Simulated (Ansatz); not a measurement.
# WC under changes of volume

One of the cells (10.542 Å³/atom); the others are scaled copies at fixed shape and fractional positions:

```
W C
1.0
     0.00000    2.19268    2.19268
     2.19268    0.00000    2.19268
     2.19268    2.19268    0.00000
W C
1 1
Direct
  0.00000 0.00000 0.00000
  0.50000 0.50000 0.50000
```

Measurements of this composition are mostly on another form, of space group No. 187.

* Program: Ansatz 0.2.0
* Functional: PBE
* Potentials or basis: all-electron LAPW, scalar-relativistic
* Cutoff: 364 eV (chosen from the basis error)
* Basis error allowed: 0.0005 eV/atom
* k mesh: 10 × 10 × 10
* Occupations: fermi-dirac, width 0.05 eV
* Spin: no spin polarisation

| volume (Å³/atom) | energy over the lowest point (meV/atom) | pressure (GPa) |
| --- | --- | --- |
| 9.910 | 41.58 | 23.9 |
| 10.120 | 16.43 | 14.5 |
| 10.331 | 2.97 | 6.1 |
| 10.542 | 0.00 | -1.4 |
| 10.753 | ? | ? |
| 10.964 | 21.43 | -14.3 |
| 11.175 | 44.01 | -19.8 |

Problem. What does the run at 10.753 Å³/atom give?

Solution. Energy over the lowest point 6.47 meV/atom; pressure -8.2 GPa.

Worked out: A Birch-Murnaghan fit of order 3 (a polynomial in V^(-2/3)) to the other rows has its minimum at 10.50 Å³/atom with B0 = V·E''(V) = 365 GPa and B' = 4.4. It gives 6.48 meV/atom at 10.753 Å³/atom, against the run's 6.47, and -dE/dV = -8.3 GPa, against -8.2.

Energies are extrapolated to zero smearing.
